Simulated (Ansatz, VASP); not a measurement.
# Al16In5Ga5As10O24 (amorphous Al2O3 against InGaAs(110), 8.9 A) in two plane-wave programs, part 2 of 2

One calculation is typed for both programs; each brings its own data sets. How far apart do they land? Of the first pair: The structure shown is the start of the Ansatz relaxation below; VASP solves that cell, so the two are compared at the walk's first step.

VASP 6.6.1 and Ansatz 0.2.0.

So far. Step 3 (VASP: single point, PBE, start cell, pair 1): The run ends at a pressure of 1.34 GPa, with forces up to 0.94 eV/Å.

## Step 6: VASP: single point, PBE, relaxed cell, pair 2

Level of this step: PBE; plane waves and PAW (In_d, As, Ga_d, Al, O) (VASP).

The same cell, functional, mesh and smearing now go to VASP, with its own data sets.

INCAR

```
SYSTEM = Al16In5Ga5As10O24
PREC = Accurate
ENCUT = 600
EDIFF = 1E-06
NELM = 120
ISMEAR = -1
SIGMA = 0.025
LREAL = Auto
ALGO = Normal
GGA = PE
NBANDS = 464
LORBIT = 11
LWAVE = .FALSE.
LCHARG = .FALSE.
ISIF = 2
LASPH = .TRUE.
GGA_COMPAT = .FALSE.
EFERMI = MIDGAP
NCORE = 4
```

POSCAR

```
Al16In5Ga5As10O24
1.0
   11.9000000000      0.0000000000      0.0000000000
    0.0000000000      8.4145700000      0.0000000000
    0.0000000000      0.0000000000     19.8590830000
In As Ga Al O
10 20 10 32 48
Direct
    0.9999000000      0.9713300000      0.3645000000
    0.2397100000      0.1859800000      0.0527900000
    0.0006300000      0.9691700000      0.1494200000
    0.2651300000      0.2315100000      0.2525400000
    0.2580000000      0.7247100000      0.2403600000
    0.2057000000      0.7114700000      0.4411500000
    0.2122800000      0.2132100000      0.4462400000
    0.5158400000      0.4733300000      0.3676000000
    0.7599800000      0.7204600000      0.4578700000
    0.7400500000      0.2295600000      0.4605900000
    0.1001200000      0.9424800000      0.0286800000
    0.3658800000      0.7170300000      0.1222500000
    0.3986900000      0.2177100000      0.1443500000
    0.1334400000      0.9814400000      0.2552500000
    0.1196800000      0.4747500000      0.2532100000
    0.3885400000      0.2105400000      0.3657300000
    0.3754500000      0.7203300000      0.3554600000
    0.0846400000      0.4193700000      0.0532500000
    0.1030000000      0.9631300000      0.4877500000
    0.0777000000      0.4613500000      0.4642600000
    0.6243000000      0.9917200000      0.0369900000
    0.8702300000      0.7154300000      0.1513300000
    0.8672700000      0.2252700000      0.1587900000
    0.6140100000      0.9578400000      0.2540200000
    0.6189500000      0.4662800000      0.2485800000
    0.8639600000      0.2254200000      0.3507700000
    0.8769800000      0.7087300000      0.3456700000
    0.6458600000      0.4998400000      0.0540800000
    0.6165200000      0.9623600000      0.4674500000
    0.6224000000      0.4845700000      0.4830000000
[... 84 atom lines left out ...]
    0.6257700000      0.6961900000      0.6454100000
    0.2285500000      0.8024100000      0.6435000000
    0.3307200000      0.4279500000      0.5927100000
    0.0304200000      0.6002900000      0.6523200000
    0.8128800000      0.2783900000      0.8275600000
    0.9195600000      0.9450700000      0.8390700000
```

KPOINTS

```
Automatic mesh
0
Gamma
1 1 1
0 0 0
```

PAW data sets: In_d, As, Ga_d, Al and O (PBE family, release 64).

Command:

```
$ mpirun -np 16 vasp_gam
```

Numbers of over 12 decimals in the logs are rounded to 6 here.

The log of the run:

```text
[... set-up lines as in an earlier step ...]
 entering main loop
       N       E                     dE             d eps       ncg     rms          rms(c)
DAV:   1     0.150749065445E+05    0.15075E+05   -0.33037E+05   928   0.225E+03
DAV:   2     0.350564286059E+04   -0.11569E+05   -0.10959E+05   944   0.657E+02
DAV:   3    -0.167897670772E+03   -0.36735E+04   -0.34225E+04  1176   0.298E+02
DAV:   4    -0.783389107043E+03   -0.61549E+03   -0.59629E+03  1352   0.128E+02
[...]
DAV:  19    -0.728171235873E+03    0.35317E-05   -0.31743E-05  1016   0.134E-02    0.790E-03
DAV:  20    -0.728171236872E+03   -0.99913E-06   -0.13530E-05  1160   0.698E-03    0.400E-03
DAV:  21    -0.728171236931E+03   -0.59110E-07   -0.22284E-06   776   0.381E-03
   1 F= -.72817124E+03 E0= -.72816870E+03  d E =-.507969E-02
```

From OUTCAR (step 6):

```text
  Total       14.8428221     17.2376169     -0.8584743     -1.8563546      0.3071999     -8.1269512
  in kB       11.9588380     13.8883204     -0.6916714     -1.4956619      0.2475105     -6.5478716
  external PRESSURE =       8.3851624 kB  Pullay stress =       0.0000000 kB

 POSITION                                       TOTAL-FORCE (eV/Angst)
 -----------------------------------------------------------------------------------
[...]
11.25942      6.57902     15.44361         0.000868      0.002956      0.010375
      4.12216      5.76053     16.34839         0.021110      0.035183      0.003378
      2.45783      5.52644     18.53230         0.002749     -0.025916     -0.059740
      0.64177      1.42989     18.04118         0.012459      0.012963     -0.008803
      4.28138      7.44050     19.00494        -0.042110      0.023203      0.022942
      2.61086      3.42120     16.85003         0.012317     -0.013434     -0.022368
      0.85073      1.94469     15.19855         0.013694     -0.007143     -0.020808
      0.57310      7.54434     14.31860        -0.025183     -0.002592     -0.005341
     10.78580      3.29952     14.12477        -0.008776      0.009221     -0.004814
      9.58497      4.22588     12.02487         0.007111      0.007989      0.001220
      5.18293      6.62631     11.72719        -0.020627     -0.004302      0.031114
     10.04443      6.21921     14.04534        -0.002755     -0.009105      0.003006
      3.25405      0.84609     16.53884         0.010709      0.006270     -0.005098
[...]
-----------------------------------------------------------------------------------
    total drift:                                0.033503     -0.014389     -0.009949

  FREE ENERGIE OF THE ION-ELECTRON SYSTEM (eV)
  ---------------------------------------------------
  free  energy   TOTEN  =      -728.1712369311 eV

  energy  without entropy=     -728.1661572434  energy(sigma->0) =     -728.16869709

[... 1 part as in an earlier step ...]

[... 2 further parts left out ...]
[key lines of the parts left out:]
E-fermi :   4.6683
```

The run ends at a pressure of 0.84 GPa, with forces up to 0.086 eV/Å.

## Step 7: Differences

What differs besides the data sets and the points named for the pairs above, as far as they apply: the data sets hold 944 valence electrons in Ansatz (on its default PAW (the set named soft_2) files) and 744 in VASP; the cutoff is 420 eV in Ansatz and 600 eV in VASP (PREC = Accurate, projectors in real space). Total energies have different zeros and are not compared.

Compared:

```csv
quantity,Ansatz,VASP,difference
pressure (GPa),0.91,0.84,+0.07
gap on the k mesh (eV),0.240,0.236,+0.004
```

At this near-relaxed geometry the largest component of a force difference is 34 meV/Å. A gap on the mesh is an upper bound, since the band edges may lie between its points.

## Step 8: Summary of results

```
r.m.s. force difference (single point, PBE, start cell, pair 1)           : 8.6 meV/Å
difference in gap on the k mesh (single point, PBE, relaxed cell, pair 2) : 0.0038 eV
r.m.s. force difference (single point, PBE, relaxed cell, pair 2)         : 8.3 meV/Å
```

What this shows: The r.m.s. force difference is 8.6 meV/Å (single point, PBE, start cell, pair 1), within the 12 meV/Å picked in this series as the mark of a large difference. The data sets hold unlike numbers of valence electrons (944 in Ansatz and 744 in VASP), so part of the differences comes from the potentials. How closely two codes agree says nothing of how well the functional describes the real material.

[Lines on the potential files, build, host, timing and source positions are cut from VASP's logs without a mark.]

[Logs are printed without paths, hosts, clocks, repeated set-up lines and the standing remarks that a program may print on its own settings, such as how far it seeks lower states.]

[Hosts, paths, dates, database ids (printed as entryN), source tags and the programs' standing remarks are cut or masked in the printed files.]
